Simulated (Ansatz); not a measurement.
# Worked example: GeH2(CH3)Br + C3H8S → GeH2(CH3)(SH) + C3H7Br

Species: GeH2(CH3)Br, singlet; C3H8S `CCCS`, singlet; GeH2(CH3)(SH), singlet; C3H7Br `CCCBr`, singlet. The partners trade Br for SH: Ge–Br and C–SH bonds give way to Ge–SH and C–Br.

Shapes, held fixed at every level: PBE0-D4/def2-TZVP. Flexible molecules stand in one conformer, not always the lowest. Programs: Ansatz 0.2.0. Electronic energies: no zero-point or thermal term.

At CCSD(T)/def2-TZVPP; 1 Eh = 2625.50 kJ/mol:

| species | energy (Eh) |
| --- | --- |
| GeH2(CH3)Br | -4689.399232 |
| C3H8S | -516.647279 |
| GeH2(CH3)(SH) | -2515.006755 |
| C3H7Br | -2691.026243 |

Question: Work out ΔE of the reaction at this level.

Answer: 
1. Products less reactants: (-2515.006755) + (-2691.026243) − [(-4689.399232) + (-516.647279)] = 0.013513 Eh = +35.5 kJ/mol.

Other levels give +36.0 (PBE-D4/def2-TZVPP) to +40.3 kJ/mol (wB97M-V/def2-TZVPP). No measured value is set beside it here. Relativity is left out for Br, Ge. Outer-core shells of Br, Ge are correlated in most correlated rows, in sets that cover them unevenly.
